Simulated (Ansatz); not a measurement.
Take a crystal in which F has been replaced by Br on all its sites, with the cell rescaled by a rough guess (in some cases also distorted within its space group) and nothing relaxed:

```
CELL_PARAMETERS angstrom
4.57185 -2.61913 0.01207
4.57185 2.61913 0.01207
-2.52021 0.00000 11.60276
ATOMIC_POSITIONS crystal
Br 0.96276 0.62073 0.10451
Br 0.37927 0.03724 0.39549
Br 0.03724 0.37927 0.89549
Br 0.62073 0.96276 0.60451
```

Method: DFT PBE, scalar-relativistic, plane waves, PAW (Ansatz 0.2.0).

Plane waves to 420 eV, a k mesh through Γ of 6×6×4 on the computed 4-atom cell and Gaussian smearing (0.02 eV); no spin polarisation.

Will this cell want to expand or contract, and how hard?

The pressure is -2.3 GPa (positive in compression), so the cell would contract.

Is it a metal on this mesh?

No: the gap is 0.87 eV, the least direct gap 0.87 eV.

The cell holds molecules, and where no dispersion correction was added their binding is poorly described.

This form isn't the element's structure at ambient conditions.